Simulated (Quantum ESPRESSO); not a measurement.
A run of Quantum ESPRESSO 7.5 is set up as follows.

The input pw.in:

```
&CONTROL
  calculation = 'scf'
  prefix = 'pwscf'
  outdir = './tmp'
  pseudo_dir = './pseudo'
  tprnfor = .true.
  tstress = .true.
  disk_io = 'low'
/
&SYSTEM
  ibrav = 0
  nat = 2
  ntyp = 2
  ecutwfc = 88
  nbnd = 9
  occupations = 'smearing'
  smearing = 'fd'
  degauss = 0.00367493
/
&ELECTRONS
  conv_thr = 4d-10
  electron_maxstep = 120
  mixing_beta = 0.5
/
ATOMIC_SPECIES
N     14.0070 07_N_5_1.2_1.4_pbe_n_v1.0.upf
B     10.8100 05_B_3_1.5_1.7_pbe_n_v1.0.upf
CELL_PARAMETERS angstrom
   0.0000000000    1.8130010000    1.8130010000
   1.8130010000    0.0000000000    1.8130010000
   1.8130010000    1.8130010000    0.0000000000
ATOMIC_POSITIONS crystal
N      0.2500000000    0.2500000000    0.2500000000
B      0.0000000000    0.0000000000    0.0000000000
K_POINTS automatic
13 13 13 0 0 0
```

The input bands.in:

```
&CONTROL
  calculation = 'bands'
  prefix = 'pwscf'
  outdir = './tmp'
  pseudo_dir = './pseudo'
  disk_io = 'low'
  verbosity = 'high'
/
&SYSTEM
  ibrav = 0
  nat = 2
  ntyp = 2
  ecutwfc = 88
  nbnd = 9
  occupations = 'smearing'
  smearing = 'fd'
  degauss = 0.00367493
/
&ELECTRONS
  conv_thr = 1d-08
  electron_maxstep = 120
  mixing_beta = 0.5
  diago_full_acc = .true.
  startingwfc = 'random'
/
ATOMIC_SPECIES
N     14.0070 07_N_5_1.2_1.4_pbe_n_v1.0.upf
B     10.8100 05_B_3_1.5_1.7_pbe_n_v1.0.upf
CELL_PARAMETERS angstrom
   0.0000000000    1.8130010000    1.8130010000
   1.8130010000    0.0000000000    1.8130010000
   1.8130010000    1.8130010000    0.0000000000
ATOMIC_POSITIONS crystal
N      0.2500000000    0.2500000000    0.2500000000
B      0.0000000000    0.0000000000    0.0000000000
K_POINTS crystal
60
 0.0000000000  0.0000000000  0.0000000000 1
 0.0625000000  0.0000000000  0.0625000000 1
 0.1250000000  0.0000000000  0.1250000000 1
 0.1875000000  0.0000000000  0.1875000000 1
 0.2500000000  0.0000000000  0.2500000000 1
 0.3125000000  0.0000000000  0.3125000000 1
 0.3750000000  0.0000000000  0.3750000000 1
 0.4375000000  0.0000000000  0.4375000000 1
 0.5000000000  0.0000000000  0.5000000000 1
 0.5000000000  0.0625000000  0.5625000000 1
 0.5000000000  0.1250000000  0.6250000000 1
 0.5000000000  0.1875000000  0.6875000000 1
 0.5000000000  0.2500000000  0.7500000000 1
 0.4375000000  0.3125000000  0.7500000000 1
 0.3750000000  0.3750000000  0.7500000000 1
 0.3375000000  0.3375000000  0.6750000000 1
 0.3000000000  0.3000000000  0.6000000000 1
 0.2625000000  0.2625000000  0.5250000000 1
 0.2250000000  0.2250000000  0.4500000000 1
 0.1875000000  0.1875000000  0.3750000000 1
 0.1500000000  0.1500000000  0.3000000000 1
 0.1125000000  0.1125000000  0.2250000000 1
 0.0750000000  0.0750000000  0.1500000000 1
 0.0375000000  0.0375000000  0.0750000000 1
 0.0000000000  0.0000000000  0.0000000000 1
 0.0625000000  0.0625000000  0.0625000000 1
 0.1250000000  0.1250000000  0.1250000000 1
 0.1875000000  0.1875000000  0.1875000000 1
 0.2500000000  0.2500000000  0.2500000000 1
 0.3125000000  0.3125000000  0.3125000000 1
 0.3750000000  0.3750000000  0.3750000000 1
 0.4375000000  0.4375000000  0.4375000000 1
 0.5000000000  0.5000000000  0.5000000000 1
 0.5250000000  0.4500000000  0.5250000000 1
 0.5500000000  0.4000000000  0.5500000000 1
 0.5750000000  0.3500000000  0.5750000000 1
 0.6000000000  0.3000000000  0.6000000000 1
 0.6250000000  0.2500000000  0.6250000000 1
 0.5833333333  0.2500000000  0.6666666667 1
 0.5416666667  0.2500000000  0.7083333333 1
 0.5000000000  0.2500000000  0.7500000000 1
 0.5000000000  0.2857142857  0.7142857143 1
 0.5000000000  0.3214285714  0.6785714286 1
 0.5000000000  0.3571428571  0.6428571429 1
 0.5000000000  0.3928571429  0.6071428571 1
 0.5000000000  0.4285714286  0.5714285714 1
 0.5000000000  0.4642857143  0.5357142857 1
 0.5000000000  0.5000000000  0.5000000000 1
 0.4821428571  0.4821428571  0.5357142857 1
 0.4642857143  0.4642857143  0.5714285714 1
 0.4464285714  0.4464285714  0.6071428571 1
 0.4285714286  0.4285714286  0.6428571429 1
 0.4107142857  0.4107142857  0.6785714286 1
 0.3928571429  0.3928571429  0.7142857143 1
 0.3750000000  0.3750000000  0.7500000000 1
 0.6250000000  0.2500000000  0.6250000000 1
 0.5937500000  0.1875000000  0.5937500000 1
 0.5625000000  0.1250000000  0.5625000000 1
 0.5312500000  0.0625000000  0.5312500000 1
 0.5000000000  0.0000000000  0.5000000000 1
```

Potentials or basis: SPMS 1.0 PBE.

The run is started by

```sh
$ OMP_NUM_THREADS=1 pw.x -in pw.in > pw.out
$ OMP_NUM_THREADS=1 pw.x -in bands.in > bands.out
```

**Question.** What does it give for the band gap on the k mesh?

**Answer.** 4.59 eV, indirect (least direct gap 8.84 eV).

**Question.** What does it give for the pressure?

**Answer.** -1.3 GPa.

**Question.** Predict the band gap along the path.

**Answer.** 4.52 eV, indirect (least direct gap 8.84 eV).

Levels at the corners of the path, in eV from the valence-band top:
```tsv
point	band 2	band 3	band 4	band 5	band 6	band 7
Γ	0.00	0.00	0.00	8.84	8.84	8.84
X	-8.84	-4.86	-4.86	4.52	9.29	17.77
W	-7.53	-6.89	-6.43	9.60	13.24	14.55
K	-8.06	-7.58	-4.04	6.95	12.86	15.73
Γ	0.00	0.00	0.00	8.84	8.84	8.84
L	-10.59	-1.92	-1.92	10.09	10.73	10.73
U	-8.06	-7.58	-4.04	6.95	12.86	15.73
W	-7.53	-6.89	-6.43	9.60	13.24	14.55
L	-10.59	-1.92	-1.92	10.09	10.73	10.73
K	-8.06	-7.58	-4.04	6.95	12.86	15.73
U	-8.06	-7.58	-4.04	6.95	12.86	15.73
X	-8.84	-4.86	-4.86	4.52	9.29	17.77
```

**Experimental background.**

From a printed reference work, monograph, for a bulk crystal of BN at 300 K: band gap 6.4 eV (indirect).

Measured gap of BN: 6.4 eV (indirect; 300 K; a printed reference work, monograph). This calculation gives 4.52 eV (-1.88 eV). The value is that of PBE, without temperature or zero-point motion. Semilocal functionals fall short of measured gaps as a rule. The cell is a database's relaxed one, not the measured one, which moves gaps too.
